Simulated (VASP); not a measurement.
**A VASP 6.6.1 single-point calculation on CdTe**

INCAR

```
MAGMOM = -1 -1
NSW = 0
LASPH = .TRUE.
NBANDS = 16
IBRION = -1
ISPIN = 2
EDIFF = 1E-7
ENCUT = 520
NELM = 120
SIGMA = 0.2
LREAL = .FALSE.
GGA = PE
LWAVE = .FALSE.
ISIF = 2
PREC = Accurate
LCHARG = .FALSE.
ISMEAR = -5
```

KPOINTS

```
KPOINTS created by Atomic Simulation Environment
0
Gamma
6 6 6
0 0 0
```

POSCAR

```
Cd Te
 1.0000000000000000
     0.0000000000000000    3.3127546673000001    3.3127546673000001
     3.3127546673000001    0.0000000000000000    3.3127546673000001
     3.3127546673000001    3.3127546673000001    0.0000000000000000
 Cd  Te
   1   1
Cartesian
  0.0000000000000000  0.0000000000000000  0.0000000000000000
  1.6563773336500001  1.6563773336500001  1.6563773336500001
```

The recommended PBE PAW datasets give the neutral cell 18 valence electrons.

Command

```
mpirun -np 1 vasp_std
```

OSZICAR

```
N       E                     dE             d eps       ncg     rms          rms(c)
DAV:   1     0.100691996977E+03    0.10069E+03   -0.81682E+03  1032   0.968E+02
DAV:   2    -0.108482975203E+01   -0.10178E+03   -0.96903E+02  1240   0.235E+02
DAV:   3    -0.470760036610E+01   -0.36228E+01   -0.36182E+01  1248   0.462E+01
DAV:   4    -0.474302520227E+01   -0.35425E-01   -0.35424E-01  1552   0.398E+00
DAV:   5    -0.474311429564E+01   -0.89093E-04   -0.89093E-04  1320   0.187E-01    0.724E+00
DAV:   6    -0.480355223263E+01   -0.60438E-01   -0.44688E-01  1192   0.708E+00    0.438E+00
DAV:   7    -0.480703647697E+01   -0.34842E-02   -0.10381E-01  1080   0.216E+00    0.265E+00
DAV:   8    -0.480666269844E+01    0.37378E-03   -0.12866E-02  1128   0.831E-01    0.126E+00
DAV:   9    -0.480662288314E+01    0.39815E-04   -0.20694E-03  1152   0.385E-01    0.297E-01
DAV:  10    -0.480695702370E+01   -0.33414E-03   -0.51525E-04  1136   0.178E-01    0.108E-01
DAV:  11    -0.480707972135E+01   -0.12270E-03   -0.15918E-04  1240   0.848E-02    0.597E-02
DAV:  12    -0.480711216829E+01   -0.32447E-04   -0.16757E-05  1248   0.273E-02    0.220E-02
DAV:  13    -0.480712817077E+01   -0.16002E-04   -0.93724E-06  1168   0.172E-02    0.104E-02
DAV:  14    -0.480713747106E+01   -0.93003E-05   -0.11315E-05  1184   0.180E-02    0.347E-03
DAV:  15    -0.480713804089E+01   -0.56983E-06   -0.45128E-07  1296   0.488E-03    0.148E-03
DAV:  16    -0.480713822621E+01   -0.18532E-06   -0.12303E-07  1176   0.176E-03    0.715E-04
DAV:  17    -0.480713825989E+01   -0.33686E-07   -0.11676E-07  1128   0.183E-03
   1 F= -.48071383E+01 E0= -.48071383E+01  d E =0.000000E+00  mag=    -0.0000
```

Standard output (part)

```
POSCAR found type information on POSCAR CdTe
 POSCAR found :  2 types and       2 ions
 LDA part: xc-table for (Slater+PW92), standard interpolation
 POSCAR, INCAR and KPOINTS ok, starting setup
 WAVECAR not read
 entering main loop
```

It converged. Results: pressure 0.0 GPa; magnetic moment of the cell 0.00 μB.

For comparison, a separate PBE run of the intended cell, on usual settings and not on those above, gives a gap of 0.57 eV on its mesh and a pressure of 0.0 GPa.

The run above took about 39 s on one core of a shared host (Intel Xeon Platinum 8488C) and held 0.24 GiB at most.
